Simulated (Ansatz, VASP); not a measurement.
Given: the input of a run of VASP 6.6.1 on ZnO (zincite).

Contents of INCAR:

```
SYSTEM = ZnO
ALGO = Normal ; EDIFF = 1E-6
ENCUT = 520 ; GGA = PE
ISIF = 2 ; ISMEAR = -1
LASPH = .TRUE. ; LCHARG = .TRUE.
LELF = .TRUE. ; LREAL = .FALSE.
LVHAR = .TRUE. ; LWAVE = .FALSE.
NBANDS = 26 ; NELM = 100
PREC = Accurate ; SIGMA = 0.05
```

File KPOINTS:

```
k-points
0
G
  9 9 5
  0 0 0
```

POSCAR

```
ZnO
1.0
    3.2708272232      0.0000000000      0.0000000000
   -1.6354136116      2.8326194666      0.0000000000
    0.0000000000      0.0000000000      5.2401848988
Zn O
2 2
Direct
    0.6666666667      0.3333333333      0.0000000000
    0.3333333333      0.6666666667      0.5000000000
    0.3333333333      0.6666666667      0.8790100000
    0.6666666667      0.3333333333      0.3790100000
```

Potentials or basis: VASP PAW PBE potentials, release 64 (Zn, O).

Launch:

```sh
$ cat potpaw_PBE.64/Zn/POTCAR potpaw_PBE.64/O/POTCAR > POTCAR
$ mpirun -np 1 vasp_std > vasp.out
```

Set up the same calculation for Ansatz 0.2.0. Potentials there: Ansatz PAW soft_1.

As run (the cutoff follows the program's own potentials):

Contents of input.yaml:

```yaml
crystal:
  lattice:
    - [3.2708272232, 0.0, 0.0]
    - [-1.6354136116, 2.8326194666, 0.0]
    - [0.0, 0.0, 5.2401848988]
  atoms:
    - { symbol: Zn, position: [0.6666666667, 0.3333333333, 0.0] }
    - { symbol: Zn, position: [0.3333333333, 0.6666666667, 0.5] }
    - { symbol: O, position: [0.3333333333, 0.6666666667, 0.87901] }
    - { symbol: O, position: [0.6666666667, 0.3333333333, 0.37901] }
hamiltonian:
  xc: pbe
  pseudopotentials: { kind: paw, azcp: { folder: soft_1 } }
kpoints:
  mp_grid: { grid: [9, 9, 5] }
scf:
  occupations: { method: fermi_dirac, width: 0.05 }
output:
  forces: true
  stress: true
  eigenvalues: true
```

Potentials or basis: Ansatz PAW soft_1.

Command:

```bash
$ ansatz run input.yaml --threads 1 --pin off --max-ram 3584MiB --backend cpu --events-out ev --progress --plain --runs-dir out
```

Both were run:

|  | VASP | Ansatz | Ansatz less VASP |
| --- | --- | --- | --- |
| gap on the k mesh at the Fermi level (eV) | 0.76 | 0.77 | +0.013 |
| least direct gap on the mesh (eV) | 0.76 | 0.77 | +0.013 |
| pressure (GPa) | 3.0 | 2.1 | -0.92 |
| largest component of the traceless stress (GPa) | 1.11 | 1.07 | -0.041 |
| rms of the force components (eV/Å) | 0.039 | 0.037 | -0.0021 |

Atom by atom the forces differ by 0.002 eV/Å (rms over components). The functional is the same, so the differences come from potentials, cutoffs and numerics.

Caveats: odd divisions of the mesh miss points on the zone boundary, where band edges often lie, so the gap on the mesh can be too wide (Ansatz); the pressure holds a Pulay correction of +0.5 GPa for the finite cutoff (Ansatz).
